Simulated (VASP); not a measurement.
A run of VASP 6.6.1 is set up as follows.

File INCAR:

```
PREC = Accurate
ENCUT = 520
EDIFF = 1E-6
ISMEAR = 1
SIGMA = 0.1
LREAL = False
LASPH = True
NELM = 80
ALGO = Fast
ISIF = 2
LWAVE = False
LCHARG = False
GGA = PE
IBRION = 2
NSW = 30
EDIFFG = -0.02
KPAR = 2
```

File KPOINTS:

```
regular mesh
0
Gamma
  16 16 1
```

File POSCAR:

```
Al
1.0
    2.8567114000      0.0000000000      0.0000000000
    1.4283557000      2.4739846400      0.0000000000
    0.0000000000      0.0000000000     33.6599607000
Al
9
Direct
    0.3333333300      0.3333333300      0.2228166600
    0.6666666700      0.6666666700      0.2921124900
    0.0000000000      0.0000000000      0.3614083300
    0.3333333300      0.3333333300      0.4307041600
    0.6666666700      0.6666666700      0.5000000000
    0.0000000000      0.0000000000      0.5692958400
    0.3333333300      0.3333333300      0.6385916700
    0.6666666700      0.6666666700      0.7078875100
    0.0000000000      0.0000000000      0.7771833400
```

Potentials or basis: VASP PAW PBE potentials, release 64 (Al).

The run is started by

```bash
$ cat potpaw_PBE.64/Al/POTCAR > POTCAR
$ mpirun -np 2 vasp_std > vasp.out
```

**Question.** What does it give for the energy gained by relaxing?

**Answer.** 0.1 meV/atom.

Forces in eV/Å, atoms in the order of the input:
```
Al   0.000  0.000 -0.009
Al   0.000  0.000 -0.001
Al   0.000  0.000  0.008
Al   0.000  0.000 -0.010
Al   0.000  0.000  0.000
Al   0.000  0.000  0.010
Al   0.000  0.000 -0.008
Al   0.000  0.000  0.001
Al   0.000  0.000  0.009
```
